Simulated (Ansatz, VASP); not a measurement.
# Two plane-wave programs on Sr

```
CELL_PARAMETERS angstrom
4.31000 0.00000 0.00000
-2.15500 3.73257 0.00000
0.00000 0.00000 7.05000
ATOMIC_POSITIONS crystal
Sr 0.33333 0.66667 0.25000
Sr 0.66667 0.33333 0.75000
```

This isn't the form of Sr at room conditions, which is fcc.

Alike in both runs: task single point; functional PBE; k mesh 6 × 6 × 4; occupations gaussian, width 0.1 eV; no spin polarisation.

|  | VASP | Ansatz |
| --- | --- | --- |
| version | VASP 6.6.1 | Ansatz 0.2.0 |
| potentials or method | VASP PAW PBE potentials, release 64 (Sr_sv) | scalar-relativistic, plane waves, PAW |
| plane-wave cutoff (eV) | 520 | 420 |
| valence electrons in the cell | 20 | 20 |

|  | VASP | Ansatz | Ansatz less VASP |
| --- | --- | --- | --- |
| gap on the k mesh at the Fermi level (eV) | none | none | - |
| pressure (GPa) | -0.3 | -0.3 | 0.00 |

A gap of «none» marks a metal or a gap that the smearing closes.
